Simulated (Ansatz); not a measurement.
An Ansatz input:

```yaml
crystal:
  lattice:
    - [3.3037134121, 0.0, 0.0]
    - [-1.651856706, 2.8610997417, 0.0]
    - [0.0, 0.0, 10.7304983079]
  atoms:
    - { symbol: In, position: [1.0, 1.0, 1.0] }
    - { symbol: In, position: [1.0, 1.0, 0.5] }
    - { symbol: In, position: [0.3333333333, 0.6666666667, 0.25] }
    - { symbol: In, position: [0.6666666667, 0.3333333333, 0.75] }
hamiltonian:
  xc: rpbe
  pseudopotentials:
    kind: paw
    azcp:
      In: "pseudopotentials/In.paw.azcp"
basis:
  ecutwfc: 420
  fft_grid_basis: typed
kpoints:
  mp_grid: { grid: [12, 12, 4], shift: [0, 0, 0] }
magnetization:
  spin_polarized: false
scf:
  occupations: { method: fermi_dirac, width: 0.1 }
  lower_state_search: "off"
output:
  stress: true
```

Terminal output

```
Engine: ansatz 0.2.0, aarch64-unknown-linux-gnu
Pseudopotentials: kind: paw
Pseudopotential: In, paw, valence charge 13, recommended cutoff 420 eV (normal) 
Functional definition: RPBE
  parameter kappa = 0.804
  parameter beta = 0.06672455060314922
  exchange = rpbe_x(kappa = kappa, mu = beta*pi^2/3)
  correlation = pbe_c(beta = beta)
Crystal: 4 atoms, lattice volume = 101.427 Å³
Basis set: ecut = 420 eV, 2003 PW (Γ)
Bands: 30, of which v1, the nominal top of the filled ones, is band 26 counted from 1 (25 counted from 0)
Symmetry: 24 space group operations
Space group: P63/mmc (ITA 194), of the structure as read, at distance tolerance 4.7e-5 Å
k-points: 57 of 576
Non-local potential: In, projectors of the file, l = 0: 2, l = 1: 2, l = 2: 2, l = 3: 2
PAW form: soft (Blöchl's): semilocal exchange-correlation on the pseudo side does not see the compensation charge
PAW frozen core: In, regenerated for the run's functional, and the local potential with it (the file was generated under x = pbe(κ = 0.804, μ = 0.2195149727645171), c = pbe(β = 0.06672455060314922))
PAW one-centre angular grid: In, 590 points (default); XC on 64 Gauss nodes
Initial density: superposition of atomic densities (neutral atoms: chi_scale 0, normalization atom), corrected by the library's trained network
Initial wavefunctions: pseudopotential atomic-orbital guess
Functional: x = rpbe, c = pbe(β = 0.06672455060314922)
SCF iter   1: F=—  HF=-22424.905587 eV  |F-HF|=—  |Δ(HF+E_count)|=         —  Δρ=4.09e-3  dr2=9.17e-3  ethr=1.77e-3  ⟨swp⟩=6.8  Hψ=15215  notcnv=0  defer=10
automatic band count: the SCF goes on with 34 bands, as 30 were too few: the levels above may hold too much charge
SCF iter   2: F=—  HF=-22424.900788 eV  |F-HF|=—  |Δ(HF+E_count)|=   4.80e-3  Δρ=1.53e-3  dr2=1.60e-3  ethr=1.76e-5  ⟨swp⟩=2.1  Hψ=3565  notcnv=0  defer=11
SCF iter   3: F=—  HF=-22424.900949 eV  |F-HF|=—  |Δ(HF+E_count)|=   1.62e-4  Δρ=6.45e-4  dr2=3.63e-4  ethr=3.07e-6  ⟨swp⟩=1.0  Hψ=1879  notcnv=0  defer=11
SCF iter   4: F=—  HF=-22424.901028 eV  |F-HF|=—  |Δ(HF+E_count)|=   7.82e-5  Δρ=1.24e-4  dr2=2.34e-5  ethr=6.97e-7  ⟨swp⟩=2.3  Hψ=2565  notcnv=0  defer=11
SCF iter   5: F=—  HF=-22424.901023 eV  |F-HF|=—  |Δ(HF+E_count)|=   4.89e-6  Δρ=2.38e-5  dr2=6.30e-7  ethr=4.50e-8  ⟨swp⟩=3.0  Hψ=3426  notcnv=0  defer=11
SCF iter   6: F=-22424.901023 eV  HF=-22424.901023 eV  |F-HF|=1.17e-8  |Δ(HF+E_count)|=   1.81e-8  Δρ=5.81e-6  dr2=3.31e-8  ethr=1.92e-10  ⟨swp⟩=4.6  Hψ=6741  notcnv=0
SCF 1 converged in 6 iterations: F = -22424.901023 eV  dr2 = 3.31e-8
SCF converged after 6 iterations
Free energy (F): -22424.901023 eV
Harris-Foulkes:  -22424.901023 eV  (|F-HF|=1.17e-8)
Internal energy: -22424.848128 eV  (E = F + TS)
E sigma→0 (E₀):  -22424.874575 eV
Entropy (-TS):   -0.052895 eV (-13.224 meV/atom)
Fermi energy:    10.842466 eV
--- Per-component energies (eV) ---
  E_band       = -67.342141
  E_kinetic    = 966.611236
  E_local      = -4222.276275  (includes V_loc(G=0)·N_el)
  E_nonlocal   = 1463.526887
  E_hartree    = 1660.335476
  E_xc         = -866.274478
  E_vxc        = -398.849283  (∫ρ·V_xc dr)
  E_paw        = -16642.222694  (= ΣΔE_a)
  E_vpaw       = -1197.016126  (= ΣTr[D̂ρ^β])
  E_aug_tail   = 0.000103  (compensation charges beyond the density's cutoff)
  E_ewald      = -4784.817806
  E_core_change = 0.269425  (= ΣΔE_core)
  E_smearing   = -0.052895  (= −TS)
  E_closure    = 0.000000  (closes the sum)
  Σ components = -22424.901023   (vs F -22424.901023, Δ=0.00e0)
--- Stress (GPa, compression-positive) ---
        5.324621      -0.000000       0.000000
        0.000000       5.324621       0.000000
        0.000000       0.000000       5.468746
  P = ⅓ Tr σ = 5.3727 GPa (53.727 kbar)
```
